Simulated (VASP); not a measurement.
The system is SiO2.

```
CELL_PARAMETERS angstrom
4.19226 0.00000 0.00000
0.00000 4.19226 0.00000
0.00000 0.00000 2.68252
ATOMIC_POSITIONS crystal
Si 0.00000 0.00000 0.00000
Si 0.50000 0.50000 0.50000
O 0.30584 0.30584 0.00000
O 0.19416 0.80584 0.50000
O 0.69416 0.69416 0.00000
O 0.80584 0.19416 0.50000
```

Base run:

| Item | Value |
| --- | --- |
| Program | VASP 6.6.1 |
| Functional | TB-mBJ |
| Potentials or basis | VASP PAW PBE potentials, release 64 (Si, O) |
| Cutoff | 520 eV |
| k mesh | 6 × 6 × 8 |
| Occupations | gaussian, width 0.02 eV |
| Spin | no spin polarisation |

Its results: band gap on the k mesh 6.83 eV, direct.

Task: The run is repeated on the same cell with these changes: functional from TB-mBJ to PBEsol. What comes out?

Result: Band gap on the k mesh 5.34 eV, direct.
